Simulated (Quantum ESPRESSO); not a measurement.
# Sb (P6_3/mmc) in Quantum ESPRESSO: single point with PBE

Aim: the single point of Sb with PBE.

Everything below comes from runs of Quantum ESPRESSO 7.5. Logs are shortened: lines on timing, memory, paths and dates and some standing lists are left out, and cuts for length are marked.

**1. Starting point**

Symmetry: P6_3/mmc, No. 194, hexagonal system. Conventional cell: a = 3.355 Å, b = 3.355 Å, c = 5.470 Å, α = 90.00°, β = 90.00°, γ = 120.00°. Sb (site symmetry -6m2) has 12 Sb at 3.35 Å as nearest neighbours.

This isn't the form of Sb at room conditions, which is rhombohedral.

**2. Single point, PBE**

File run.py:

```python
import numpy as np
from ase.calculators.espresso import Espresso, EspressoProfile
from ase.io import read

atoms = read('POSCAR')

input_data = {
    'control': {'calculation': 'scf', 'prefix': 'pwscf', 'outdir': './tmp', 'tprnfor': True, 'tstress': True, 'disk_io': 'nowf'},
    'system': {'ecutwfc': 55.0, 'ecutrho': 440.0, 'nbnd': 22, 'occupations': 'smearing', 'smearing': 'fd', 'degauss': 0.00367493},
    'electrons': {'conv_thr': 4e-10, 'electron_maxstep': 120, 'mixing_beta': 0.5},
}
pseudopotentials = {'Sb': 'sb_pbe_v1.4.uspp.F.UPF'}
profile = EspressoProfile(command='pw.x', pseudo_dir='pseudo')
dft = Espresso(profile=profile, input_data=input_data, pseudopotentials=pseudopotentials, kpts=(9, 9, 5), koffset=(0, 0, 0))
atoms.calc = dft

print(f'energy {atoms.get_potential_energy():.8f} eV')
print('forces (eV/A)')
print(np.round(atoms.get_forces(), 6))
print('stress (eV/A^3, Voigt)')
print(np.round(atoms.get_stress(), 8))
print(f'Fermi level {dft.get_fermi_level():.4f} eV')
```

File POSCAR:

```
Sb
1.0
    3.3545324186      0.0000000000      0.0000000000
   -1.6772662093      2.9051102923      0.0000000000
    0.0000000000      0.0000000000      5.4701606500
Sb
2
Direct
    0.6666666667      0.3333333333      0.7500000000
    0.3333333333      0.6666666667      0.2500000000
```

Potentials or basis: SSSP 1.3 efficiency PBE.

On the command line:

```sh
OMP_NUM_THREADS=1 python run.py
```

Log:

```text
energy -5032.24119328 eV
forces (eV/A)
[[ 0.  0.  0.]
 [-0. -0.  0.]]
stress (eV/A^3, Voigt)
[-0.01072316 -0.01072316 -0.00889327  0.         -0.          0.        ]
Fermi level 11.9180 eV
```

espresso.pwi:

```text
&CONTROL
   calculation      = 'scf'
   tstress          = .true.
   tprnfor          = .true.
   outdir           = './tmp'
   prefix           = 'pwscf'
   disk_io          = 'nowf'
   pseudo_dir       = 'pseudo'
/
&SYSTEM
   nbnd             = 22
   ecutwfc          = 55.0
   ecutrho          = 440.0
   occupations      = 'smearing'
   degauss          = 0.00367493
   smearing         = 'fd'
   ntyp             = 1
   nat              = 2
   ibrav            = 0
/
&ELECTRONS
   electron_maxstep = 120
   conv_thr         = 4e-10
   mixing_beta      = 0.5
/
&IONS
/
&CELL
/
&FCP
/
&RISM
/
ATOMIC_SPECIES
Sb 121.76 sb_pbe_v1.4.uspp.F.UPF

K_POINTS automatic
9 9 5  0 0 0

CELL_PARAMETERS angstrom
3.35453241860000 0.00000000000000 0.00000000000000
-1.67726620930000 2.90511029230000 0.00000000000000
0.00000000000000 0.00000000000000 5.47016065000000

ATOMIC_POSITIONS angstrom
Sb 1.6772662095 0.9683700973 4.1026204875  
Sb -0.0000000002 1.9367401950 1.3675401625
```

espresso.pwo:

```text
This program is part of the open-source Quantum ESPRESSO suite
     for quantum simulation of materials; please cite
         "P. Giannozzi et al., J. Phys.:Condens. Matter 21 395502 (2009);
         "P. Giannozzi et al., J. Phys.:Condens. Matter 29 465901 (2017);
         "P. Giannozzi et al., J. Chem. Phys. 152 154105 (2020);
     in publications or presentations arising from this work. More details at

Warning: card &CELL ignored
Warning: card &FCP ignored
Warning: card &RISM ignored

     Message from routine setup:
     using ibrav=0 with symmetry is DISCOURAGED, use correct ibrav instead

     G-vector sticks info
     --------------------
     sticks:   dense  smooth     PW     G-vecs:    dense   smooth      PW
     Sum        1213     595    187                56133    19843    3285

     Using Slab Decomposition

     bravais-lattice index     =            0
     lattice parameter (alat)  =       6.3391  a.u.
     unit-cell volume          =     359.7421 (a.u.)^3
     number of atoms/cell      =            2
     number of atomic types    =            1
     number of electrons       =        30.00
     number of Kohn-Sham states=           22
     kinetic-energy cutoff     =      55.0000  Ry
     charge density cutoff     =     440.0000  Ry
     scf convergence threshold =      4.0E-10
     mixing beta               =       0.5000
     number of iterations used =            8  plain     mixing
     Exchange-correlation=  SLA  PW   PBX  PBC
                           (   1   4   3   4   0   0   0)

     celldm(1)=   6.339148  celldm(2)=   0.000000  celldm(3)=   0.000000
     celldm(4)=   0.000000  celldm(5)=   0.000000  celldm(6)=   0.000000

     crystal axes: (cart. coord. in units of alat)
               a(1) = (   1.000000   0.000000   0.000000 )
               a(2) = (  -0.500000   0.866025   0.000000 )
               a(3) = (   0.000000   0.000000   1.630678 )

     reciprocal axes: (cart. coord. in units 2 pi/alat)
               b(1) = (  1.000000  0.577350 -0.000000 )
               b(2) = (  0.000000  1.154701  0.000000 )
               b(3) = (  0.000000 -0.000000  0.613242 )

     PseudoPot. # 1 for Sb read from file:
     sb_pbe_v1.4.uspp.F.UPF
     Pseudo is Ultrasoft + core correction, Zval = 15.0
     Generated by new atomic code, or converted to UPF format
     Using radial grid of  891 points,  6 beta functions with:
                l(1) =   0
                l(2) =   0
                l(3) =   1
                l(4) =   1
                l(5) =   2
                l(6) =   2
     Q(r) pseudized with  8 coefficients,  rinner =    1.350   1.350   1.350
                                                       1.350   1.350

     atomic species   valence    mass     pseudopotential
     Sb               15.00   121.76000     Sb( 1.00)

     24 Sym. Ops., with inversion, found (12 have fractional translation)

   Cartesian axes

     site n.     atom                  positions (alat units)
         1        Sb     tau(   1) = (   0.5000000   0.2886751   1.2230082  )
         2        Sb     tau(   2) = (  -0.0000000   0.5773503   0.4076694  )

     number of k points=    36  Fermi-Dirac smearing, width (Ry)=  0.0037
                       cart. coord. in units 2pi/alat
        k(    1) = (   0.0000000   0.0000000   0.0000000), wk =   0.0049383
        k(    2) = (   0.0000000   0.0000000   0.1226484), wk =   0.0098765
        k(    3) = (   0.0000000   0.0000000   0.2452968), wk =   0.0098765
        k(    4) = (   0.0000000   0.1283001   0.0000000), wk =   0.0296296
        k(    5) = (   0.0000000   0.1283001   0.1226484), wk =   0.0592593
        k(    6) = (   0.0000000   0.1283001   0.2452968), wk =   0.0592593
[... 28 lines left out ...]
        k(   35) = (   0.3333333   0.5773503   0.1226484), wk =   0.0197531
        k(   36) = (   0.3333333   0.5773503   0.2452968), wk =   0.0197531

     Dense  grid:    56133 G-vectors     FFT dimensions: (  45,  45,  72)

     Smooth grid:    19843 G-vectors     FFT dimensions: (  30,  30,  50)

     Initial potential from superposition of free atoms

     starting charge      28.0000, renormalised to      30.0000
     Starting wfcs are   18 randomized atomic wfcs +    4 random wfcs

     Self-consistent Calculation

     iteration #  1     ecut=    55.00 Ry     beta= 0.50
     Davidson diagonalization with overlap
     ethr =  1.00E-02,  avg # of iterations =  6.2

     total energy              =    -369.48192931 Ry
     estimated scf accuracy    <       1.97298559 Ry

     iteration #  2     ecut=    55.00 Ry     beta= 0.50
     Davidson diagonalization with overlap
     ethr =  6.58E-03,  avg # of iterations =  2.0

     total energy              =    -369.86039390 Ry
     estimated scf accuracy    <       0.02665177 Ry

     iteration #  3     ecut=    55.00 Ry     beta= 0.50
     Davidson diagonalization with overlap
     ethr =  8.88E-05,  avg # of iterations =  3.2

     total energy              =    -369.86269417 Ry
     estimated scf accuracy    <       0.00278009 Ry

     iteration #  4     ecut=    55.00 Ry     beta= 0.50
     Davidson diagonalization with overlap
     ethr =  9.27E-06,  avg # of iterations =  3.7

     total energy              =    -369.86292611 Ry
     estimated scf accuracy    <       0.00001687 Ry

     iteration #  5     ecut=    55.00 Ry     beta= 0.50
     Davidson diagonalization with overlap
     ethr =  5.62E-08,  avg # of iterations =  3.6

     total energy              =    -369.86293770 Ry
     estimated scf accuracy    <       0.00000270 Ry

     iteration #  6     ecut=    55.00 Ry     beta= 0.50
     Davidson diagonalization with overlap
     ethr =  9.01E-09,  avg # of iterations =  2.0

     total energy              =    -369.86293809 Ry
     estimated scf accuracy    <       0.00000002 Ry

     iteration #  7     ecut=    55.00 Ry     beta= 0.50
     Davidson diagonalization with overlap
     ethr =  7.09E-11,  avg # of iterations =  2.3

     total energy              =    -369.86293810 Ry
     estimated scf accuracy    <          5.7E-09 Ry

     iteration #  8     ecut=    55.00 Ry     beta= 0.50
     Davidson diagonalization with overlap
     ethr =  1.92E-11,  avg # of iterations =  2.0

     End of self-consistent calculation

          k = 0.0000 0.0000 0.0000 (  2539 PWs)   bands (ev):

   -17.3479 -17.3386 -17.3295 -17.3295 -17.3252 -17.3252 -17.3207 -17.3207
   -17.2692 -17.2692  -0.9982   2.8399   6.1276  15.6198  15.6198  17.2625
    17.2625  17.5016  19.9163  21.2267  22.4339  22.4339

          k = 0.0000 0.0000 0.1226 (  2491 PWs)   bands (ev):

   -17.3468 -17.3394 -17.3348 -17.3348 -17.3276 -17.3276 -17.3101 -17.3101
   -17.2721 -17.2721  -0.7979   2.0083   7.3649  15.7100  15.7684  15.7684
    17.1153  17.1153  20.0723  21.5274  22.0450  22.0450

          k = 0.0000 0.0000 0.2453 (  2478 PWs)   bands (ev):

   -17.3443 -17.3415 -17.3365 -17.3365 -17.3329 -17.3329 -17.2944 -17.2944
   -17.2808 -17.2808  -0.2009   0.7702   9.8028  12.7006  16.1736  16.1736
    16.6980  16.6980  20.5429  21.3245  21.8618  22.1400

          k = 0.0000 0.1283 0.0000 (  2505 PWs)   bands (ev):

   -17.3470 -17.3380 -17.3268 -17.3237 -17.3234 -17.3212 -17.3212 -17.3167
   -17.2737 -17.2684  -0.7795   3.0297   6.3571  13.7148  14.8872  16.1531
    17.2454  17.3435  19.8406  21.4416  22.2209  22.6980

          k = 0.0000 0.1283 0.1226 (  2484 PWs)   bands (ev):

   -17.3456 -17.3410 -17.3331 -17.3295 -17.3243 -17.3194 -17.3103 -17.3094
   -17.2758 -17.2715  -0.5794   2.2117   7.5718  13.8978  15.0630  15.4313
    16.1402  17.0190  19.6682  21.2249  21.9942  22.4218

          k = 0.0000 0.1283 0.2453 (  2493 PWs)   bands (ev):

   -17.3445 -17.3439 -17.3340 -17.3298 -17.3293 -17.3252 -17.2951 -17.2942
   -17.2829 -17.2805   0.0161   0.9834   9.9675  12.7743  14.4262  15.2176
    15.5642  16.2934  19.6807  20.3105  22.4090  22.6089

          k = 0.0000 0.2566 0.0000 (  2491 PWs)   bands (ev):

   -17.3548 -17.3318 -17.3298 -17.3280 -17.3266 -17.3029 -17.3002 -17.2951
   -17.2846 -17.2666  -0.1280   3.5710   7.0336  10.8219  13.7709  13.8673
    16.0927  16.8455  18.1295  20.6635  21.8488  22.6460

          k = 0.0000 0.2566 0.1226 (  2488 PWs)   bands (ev):

   -17.3534 -17.3423 -17.3286 -17.3265 -17.3188 -17.3030 -17.2993 -17.2960
   -17.2824 -17.2698   0.0706   2.8035   8.1369  11.0715  13.1720  13.9676
    15.7163  16.3582  18.2203  20.2162  20.5132  23.3266
[... 139 lines left out ...]
          k = 0.2222 0.5132 0.1226 (  2466 PWs)   bands (ev):

   -17.3529 -17.3419 -17.3362 -17.3151 -17.3070 -17.2934 -17.2795 -17.2764
   -17.2721 -17.2584   2.9722   4.3279   7.5602   8.6269   9.5607  11.3242
    11.8570  13.6105  17.3515  21.4367  21.7732  23.5491

          k = 0.2222 0.5132 0.2453 (  2472 PWs)   bands (ev):

   -17.3498 -17.3482 -17.3264 -17.3152 -17.3102 -17.2999 -17.2817 -17.2755
   -17.2664 -17.2594   3.4228   3.9876   7.3307   7.8848   9.6055  10.4507
    13.8096  14.9969  18.9047  19.8693  20.8052  21.8276

          k = 0.3333 0.5774 0.0000 (  2460 PWs)   bands (ev):

   -17.3631 -17.3177 -17.3177 -17.3161 -17.3161 -17.2965 -17.2827 -17.2724
   -17.2724 -17.2704   3.8397   3.8397   7.5158   9.8179   9.8179  10.9586
    11.2346  11.2346  15.6057  24.6690  24.8685  24.8685

          k = 0.3333 0.5774 0.1226 (  2475 PWs)   bands (ev):

   -17.3544 -17.3348 -17.3348 -17.3002 -17.3002 -17.2952 -17.2840 -17.2794
   -17.2712 -17.2712   3.9365   3.9365   7.7200   8.7530   8.7530  10.3407
    12.7076  12.7076  16.5910  22.8112  22.8112  24.5833

          k = 0.3333 0.5774 0.2453 (  2460 PWs)   bands (ev):

   -17.3460 -17.3460 -17.3314 -17.3028 -17.2917 -17.2914 -17.2914 -17.2875
   -17.2685 -17.2685   4.1193   4.1193   7.8291   7.8291   8.3175   9.2506
    14.6510  14.6510  18.7859  20.1813  20.1813  21.5635

     the Fermi energy is    11.9180 ev

!    total energy              =    -369.86293811 Ry
     estimated scf accuracy    <          2.7E-10 Ry
     smearing contrib. (-TS)   =      -0.00088453 Ry
     internal energy E=F+TS    =    -369.86205358 Ry

     The total energy is F=E-TS. E is the sum of the following terms:
     one-electron contribution =    -140.50423520 Ry
     hartree contribution      =      88.99502534 Ry
     xc contribution           =     -88.11285959 Ry
     ewald contribution        =    -230.23998413 Ry

     convergence has been achieved in   8 iterations

     Forces acting on atoms (cartesian axes, Ry/au):

     atom    1 type  1   force =     0.00000000    0.00000000    0.00000000
     atom    2 type  1   force =    -0.00000000   -0.00000000    0.00000000

     Total force =     0.000000     Total SCF correction =     0.000000

     Computing stress (Cartesian axis) and pressure

          total   stress  (Ry/bohr**3)                   (kbar)     P=       16.20
   0.00011679  -0.00000000   0.00000000           17.18       -0.00        0.00
  -0.00000000   0.00011679  -0.00000000           -0.00       17.18       -0.00
   0.00000000  -0.00000000   0.00009686            0.00       -0.00       14.25

=------------------------------------------------------------------------------=
   JOB DONE.
=------------------------------------------------------------------------------=
```

It took 22 s on 1 thread of Intel Xeon Platinum 8488C (Sapphire Rapids), shared host; peak memory 0.26 GiB.

What came out:

- Free energy: -5032.2416 eV
- Pressure: 1.6 GPa
- Band gap on the k mesh: none (metal or under the smearing width)

Stress tensor (GPa, compression positive):
```
1.72 0.00 0.00
0.00 1.72 0.00
0.00 0.00 1.42
```
